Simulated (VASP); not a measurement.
# KTaO3 (Pm-3m) in VASP: notebook

Aim: see how the results for KTaO3 move with the level of theory and the settings. Levels: LDA, PBEsol. Tasks: relaxation of cell and atoms.

All numbers are computed with VASP 6.6.1; they aren't measurements. Logs are shortened: lines on timing, memory, paths and dates and some standing lists are left out, and cuts for length are marked.

## Step 1: The structure

The structure is cubic, space group Pm-3m (No. 221). Conventional cell: a = 3.959 Å, b = 3.959 Å, c = 3.959 Å, α = 90.00°, β = 90.00°, γ = 90.00°. K (site symmetry m-3m) is surrounded by 12 O at 2.80 Å. Ta (site symmetry m-3m) has 6 O at 1.98 Å as nearest neighbours. Around O (site symmetry 4/mmm) lie 2 Ta at 1.98 Å.

## Step 2: Relaxation of cell and atoms, LDA

Input file INCAR:

```
ALGO = Normal
EDIFF = 1E-7
EDIFFG = -0.005
ENCUT = 600
IBRION = 2
ISIF = 3
ISMEAR = 0
KPAR = 2
LASPH = True
LCHARG = False
LREAL = False
LWAVE = False
NELM = 80
NSW = 90
PREC = Accurate
SIGMA = 0.03
```

Input file KPOINTS:

```
k-points
0
Gamma
  8 8 8
```

Input file POSCAR:

```
KTaO3                                   
1.0
    3.9589256252     -0.0000000000     -0.0000000000
   -0.0000000000      3.9589256252     -0.0000000000
    0.0000000000     -0.0000000000      3.9589256252
  K               Ta              O             
     1     1     3
Direct
     0.5000000000000000    0.5000000000000000    0.5000000000000000
     0.0000000000000000    0.0000000000000000    0.0000000000000000
     0.5000000000000000    0.0000000000000000    0.0000000000000000
     0.0000000000000000    0.5000000000000000    0.0000000000000000
     0.0000000000000000    0.0000000000000000    0.5000000000000000
```

Potentials or basis: VASP PAW LDA potentials, release 64 (K_sv, Ta_pv, O).

Run with:

```sh
> cat potpaw_LDA.64/K_sv/POTCAR potpaw_LDA.64/Ta_pv/POTCAR potpaw_LDA.64/O/POTCAR > POTCAR
> mpirun -np 2 vasp_std > vasp.out
```

OUTCAR:

```text
EDIFF = 1E-7
   EDIFFG = -0.005
   ENCUT = 600
   IBRION = 2
   ISIF = 3
   ISMEAR = 0
   LASPH = True
   LREAL = False
   NELM = 80
   NSW = 90
   PREC = Accurate

 ion  position               nearest neighbor table
   1  0.500  0.500  0.500-   3 2.80   4 2.80   5 2.80   3 2.80   4 2.80   3 2.80   5 2.80   3 2.80
                             4 2.80   5 2.80   4 2.80   5 2.80   2 3.43   2 3.43   2 3.43   2 3.43
   2  0.000  0.000  0.000-   3 1.98   4 1.98   5 1.98   5 1.98   4 1.98   3 1.98   1 3.43   1 3.43
                             1 3.43   1 3.43   1 3.43   1 3.43   1 3.43   1 3.43
   3  0.500  0.000  0.000-   2 1.98   2 1.98   1 2.80   1 2.80   1 2.80   1 2.80
   4  0.000  0.500  0.000-   2 1.98   2 1.98   1 2.80   1 2.80   1 2.80   1 2.80
   5  0.000  0.000  0.500-   2 1.98   2 1.98   1 2.80   1 2.80   1 2.80   1 2.80

  LATTYP: Found a simple cubic cell.
 ALAT       =     3.9589256252

  Lattice vectors:

 A1 = (   3.9589256252,   0.0000000000,   0.0000000000)
 A2 = (   0.0000000000,   3.9589256252,   0.0000000000)
 A3 = (   0.0000000000,   0.0000000000,   3.9589256252)

Analysis of symmetry for initial positions (statically):
=====================================================================
 Subroutine PRICEL returns:
 Original cell was already a primitive cell.

 Routine SETGRP: Setting up the symmetry group for a
 simple cubic supercell.

 Subroutine GETGRP returns: Found 48 space group operations
 (whereof 48 operations were pure point group operations)
 out of a pool of 48 trial point group operations.

The static configuration has the point symmetry O_h .

Analysis of symmetry for dynamics (positions and initial velocities):
=====================================================================
 Subroutine PRICEL returns:
 Original cell was already a primitive cell.

 Routine SETGRP: Setting up the symmetry group for a
 simple cubic supercell.

 Subroutine GETGRP returns: Found 48 space group operations
 (whereof 48 operations were pure point group operations)
 out of a pool of 48 trial point group operations.

The dynamic configuration has the point symmetry O_h .

 Subroutine INISYM returns: Found 48 space group operations
 (whereof 48 operations are pure point group operations),
 and found     1 'primitive' translations

----------------------------------------------------------------------------------------

                                     Primitive cell

  volume of cell :      62.0486

  direct lattice vectors                    reciprocal lattice vectors
     3.958925625  0.000000000  0.000000000     0.252593783  0.000000000  0.000000000
     0.000000000  3.958925625  0.000000000     0.000000000  0.252593783  0.000000000
     0.000000000  0.000000000  3.958925625     0.000000000  0.000000000  0.252593783

  length of vectors
     3.958925625  3.958925625  3.958925625     0.252593783  0.252593783  0.252593783

  position of ions in fractional coordinates (direct lattice)
     0.500000000  0.500000000  0.500000000
     0.000000000  0.000000000  0.000000000
     0.500000000  0.000000000  0.000000000
     0.000000000  0.500000000  0.000000000
     0.000000000  0.000000000  0.500000000

  ion indices of the primitive-cell ions
   primitive index   ion index
                 1           1
                 2           2
                 3           3
                 4           4
                 5           5

----------------------------------------------------------------------------------------

 KPOINTS: k-points

Automatic generation of k-mesh.
 Grid dimensions read from file:
 generate k-points for:    8    8    8

 Generating k-lattice:

  Cartesian coordinates                     Fractional coordinates (reciprocal lattice)
     0.031574223  0.000000000  0.000000000     0.125000000  0.000000000  0.000000000
     0.000000000  0.031574223  0.000000000     0.000000000  0.125000000  0.000000000
     0.000000000  0.000000000  0.031574223     0.000000000  0.000000000  0.125000000

  Length of vectors
     0.031574223  0.031574223  0.031574223

  Shift w.r.t. Gamma in fractional coordinates (k-lattice)
     0.000000000  0.000000000  0.000000000

 Subroutine IBZKPT returns following result:
 ===========================================

 Found     35 irreducible k-points:

 Following reciprocal coordinates:
            Coordinates               Weight
  0.000000  0.000000  0.000000      1.000000
  0.125000  0.000000  0.000000      6.000000
  0.250000  0.000000  0.000000      6.000000
  0.375000  0.000000  0.000000      6.000000
  0.500000  0.000000  0.000000      3.000000
  0.125000  0.125000  0.000000     12.000000
[... 16 lines left out ...]
  0.375000  0.375000  0.125000     24.000000
  0.500000  0.375000  0.125000     24.000000
 [... further k-points ...]
   k-points           NKPTS =     35   k-points in BZ     NKDIM =     35   number of bands    NBANDS=     23
   number of dos      NEDOS =    301   number of ions     NIONS =      5
   total plane-waves  NPLWV =  32768
   dimension x,y,z NGX =    32 NGY =   32 NGZ =   32
   dimension x,y,z NGXF=    64 NGYF=   64 NGZF=   64
   ions per type =               1   1   3
   NGX,Y,Z   is equivalent  to a cutoff of  13.44, 13.44, 13.44 a.u.
   NGXF,Y,Z  is equivalent  to a cutoff of  26.88, 26.88, 26.88 a.u.
 SYSTEM =  unknown system
   PREC   = accura    normal or accurate (medium, high low for compatibility)
   ISTART =      0    job   : 0-new  1-cont  2-samecut
   ICHARG =      2    charge: 1-file 2-atom 10-const
   ISPIN  =      1    spin polarized calculation?
   LNONCOLLINEAR =      F non collinear calculations
   LSORBIT =      F    spin-orbit coupling
   LASPH  =      T    aspherical Exc in radial PAW
   ENCUT  =  600.0 eV  44.10 Ry    6.64 a.u.   7.91  7.91  7.91*2*pi/ulx,y,z
   NELM   =     80;   NELMIN=  2; NELMDL= -5     # of ELM steps
   EDIFF  = 0.1E-06   stopping-criterion for ELM
   LREAL  =      F    real-space projection
   EDIFFG = -.5E-02   stopping-criterion for IOM
   NSW    =     90    number of steps for IOM
   IBRION =      2    ionic relax: 0-MD 1-quasi-New 2-CG
   NFREE  =      1    steps in history (QN), initial steepest desc. (CG)
   ISIF   =      3    stress and relaxation
   ISYM   =      2    0-nonsym 1-usesym 2-fastsym
   POTIM  = 0.5000    time-step for ionic-motion
   TEBEG  =    0.0;   TEEND  =   0.0 temperature during run
   PSTRESS=    0.0 pullay stress
   NELECT =      38.0000    total number of electrons
   NUPDOWN=      -1.0000    fix difference up-down
   EMIN   =  10.00;   EMAX   =-10.00  energy-range for DOS
   EFERMI =   0.00;   METHOD = LEGACY
   ISMEAR =     0;   SIGMA  =   0.03  broadening in eV -4-tet -1-fermi 0-gaus
   EFERMI_NEDOS =   21; number of points for ismear=-14 and -15
   IALGO  =     38    algorithm
   IMIX   =      4    mixing-type and parameters
     AMIX     =   0.40;   BMIX     =  1.00
     AMIX_MAG =   1.60;   BMIX_MAG =  1.00
  volume/ion in A,a.u.               =      12.41        83.74
  Fermi-wavevector in a.u.,A,eV,Ry     =   1.390247  2.627186 26.297166  1.932787
  Thomas-Fermi vector in A             =   2.514200
   LORBIT       =      0    0 simple, 1 ext, 2 COOP (PROOUT), +10 PAW based schemes
   GGA     = CA    functional components
   LHFCALC =     F    Hartree Fock is set to
   AEXX    =    0.0000 exact exchange contribution
   IVDW    =     0    specifies the selected vdW correction
   LEPSILON=     F    determine dielectric tensor
   LRPA    =     F    only Hartree local field effects (RPA)
 conjugate gradient relaxation of ions
 non-spin polarized calculation
 Gauss-broadening in eV      SIGMA  =   0.03
  energy-cutoff  :      600.00
  volume of cell :       62.05
 maximum number of plane-waves:      2103
 NGX is ok and might be reduce to    32
   NGX = 15   NGY = 15   NGZ = 15

 number of electron      37.9999982 magnetization

 Free energy of the ion-electron system (eV)
  ---------------------------------------------------
  ext. energy  EPLUGINS =         0.00000000
  ---------------------------------------------------
  free energy    TOTEN  =       -45.06751481 eV

  energy without entropy =      -45.06751481  energy(sigma->0) =      -45.06751481

 E-fermi :   1.9023     XC(G=0): -11.5432

 val. band max:        1.6781045641   @ k =   0.5000   0.5000   0.5000
 cond. band min:       3.7442504010   @ k =   0.0000   0.0000   0.0000
 fundamental gap:      2.0661458369
 Fermi energy:         1.9023374933

 k-point     1 :       0.0000    0.0000    0.0000
  band No.  band energies     occupation
      1     -32.1375      2.00000
      2     -32.1375      2.00000
      3     -32.1375      2.00000
      4     -25.1795      2.00000
      5     -15.6611      2.00000
      6     -14.9166      2.00000
[... 15 lines left out ...]
     22       3.7443      0.00000
     23       8.2330      0.00000

 k-point     2 :       0.1250    0.0000    0.0000
  band No.  band energies     occupation
      1     -32.1525      2.00000
      2     -32.1369      2.00000
      3     -32.1369      2.00000
      4     -25.1742      2.00000
      5     -15.6146      2.00000
      6     -14.9125      2.00000
[... 15 lines left out ...]
     22       4.2620      0.00000
     23       8.5145      0.00000

 k-point     3 :       0.2500    0.0000    0.0000
  band No.  band energies     occupation
      1     -32.1885      2.00000
      2     -32.1354      2.00000
      3     -32.1354      2.00000
      4     -25.1616      2.00000
      5     -15.5645      2.00000
      6     -14.9029      2.00000
[... 15 lines left out ...]
     22       5.3297      0.00000
     23       9.1588      0.00000
[... 495 lines left out ...]
 k-point    23 :       0.3750    0.3750    0.1250
  band No.  band energies     occupation
      1     -32.2190      2.00000
      2     -32.2186      2.00000
      3     -32.1453      2.00000
      4     -25.1293      2.00000
      5     -15.0598      2.00000
      6     -14.1764      2.00000
[... 15 lines left out ...]
     22       7.5308      0.00000
     23      10.2785      0.00000

 k-point    24 :       0.5000    0.3750    0.1250
  band No.  band energies     occupation
      1     -32.2332      2.00000
      2     -32.2180      2.00000
      3     -32.1446      2.00000
      4     -25.1264      2.00000
      5     -15.0332      2.00000
      6     -14.1554      2.00000
[... 15 lines left out ...]
     22       7.8468      0.00000
     23      10.2923      0.00000

 [... further k-points ...]

------------------------ aborting loop because EDIFF is reached ----------------------------------------

  FORCE on cell =-STRESS in cart. coord.  units (eV):
  Direction    XX          YY          ZZ          XY          YZ          ZX
  --------------------------------------------------------------------------------------
  -------------------------------------------------------------------------------------
  Total       -0.0065237     -0.0065237     -0.0065237      0.0000000     -0.0000000     -0.0000000
  in kB       -0.1684503     -0.1684503     -0.1684503      0.0000000     -0.0000000     -0.0000000
  external PRESSURE =      -0.1684503 kB  Pullay stress =       0.0000000 kB

 VOLUME and BASIS-vectors are now :
 -----------------------------------------------------------------------------
  energy-cutoff  :      600.00
  volume of cell :       62.05
      direct lattice vectors                 reciprocal lattice vectors
     3.958925625  0.000000000  0.000000000     0.252593783  0.000000000  0.000000000
     0.000000000  3.958925625  0.000000000     0.000000000  0.252593783  0.000000000
     0.000000000  0.000000000  3.958925625     0.000000000  0.000000000  0.252593783

 POSITION                                       TOTAL-FORCE (eV/Angst)
 -----------------------------------------------------------------------------------
      1.97946      1.97946      1.97946         0.000000      0.000000      0.000000
      0.00000      0.00000      0.00000         0.000000      0.000000      0.000000
      1.97946      0.00000      0.00000         0.000000      0.000000      0.000000
      0.00000      1.97946      0.00000         0.000000      0.000000      0.000000
      0.00000      0.00000      1.97946         0.000000      0.000000      0.000000
 -----------------------------------------------------------------------------------
    total drift:                                0.000000      0.000000     -0.000000

  FREE ENERGIE OF THE ION-ELECTRON SYSTEM (eV)
  ---------------------------------------------------
  free  energy   TOTEN  =       -45.0675148131 eV

  energy  without entropy=      -45.0675148131  energy(sigma->0) =      -45.06751481

 reached required accuracy - stopping structural energy minimisation
```

It took 9.9 s on 2 MPI ranks of Intel Xeon 6975P-C (Granite Rapids), shared host; peak memory 0.19 GiB.

Results:

```
Free energy             : -45.0675 eV
Pressure after relaxing : 0.0 GPa
Band gap on the k mesh  : 2.07 eV, indirect (least direct gap 2.68 eV)
```

Final structure:
```yaml
crystal:
  lattice:
    - [3.95893, 0.00000, 0.00000]
    - [0.00000, 3.95893, 0.00000]
    - [0.00000, 0.00000, 3.95893]
  atoms:
    - { symbol: K, position: [0.50000, 0.50000, 0.50000] }
    - { symbol: Ta, position: [0.00000, 0.00000, 0.00000] }
    - { symbol: O, position: [0.50000, 0.00000, 0.00000] }
    - { symbol: O, position: [0.00000, 0.50000, 0.00000] }
    - { symbol: O, position: [0.00000, 0.00000, 0.50000] }
```

Caveat: the relaxation stopped at its first step, so nothing moved; spin-orbit coupling is left out, which moves the levels of the heavy elements.

(Continued in part 2 of 2.)
